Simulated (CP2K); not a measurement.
The system is Sn.

```
Sn
1.0
     3.31562    0.00000    0.00000
    -1.65191    2.87481    0.00000
    -0.83186   -1.43741    2.86971
Sn
1
Direct
  0.00000 0.00000 0.00000
```

This isn't the form of Sn at room conditions, which is tetragonal (white tin).

Base run:

```yaml
Program: CP2K 2026.2
Functional: TPSS
Potentials_or_basis: POTENTIAL_UZH Sn GTH-PBE-q4; TZVP-MOLOPT-PBE-GTH basis
Density_cutoff: 9184 eV
k_mesh: 10 × 10 × 10
Occupations: fermi-dirac, width 0.05 eV
Spin: no spin polarisation
```

Its results: band gap on the k mesh none (metal or under the smearing width); pressure 2.4 GPa.

Q: After a change of settings the same cell gave: band gap on the k mesh none (metal or under the smearing width); pressure -9.5 GPa. Which change was it?
A. functional from TPSS to LDA
B. functional from TPSS to BEEF-vdW
C. functional from TPSS to HLE16
D. functional from TPSS to PBEsol

A: C.

Caveats: the potentials were made for another functional, which shifts forces and pressure; the basis of atomic orbitals isn't converged, which shifts pressures, moduli and gaps; the potentials were made for a functional far from this one (some runs).

Runs at the PBE level aren't shown here.
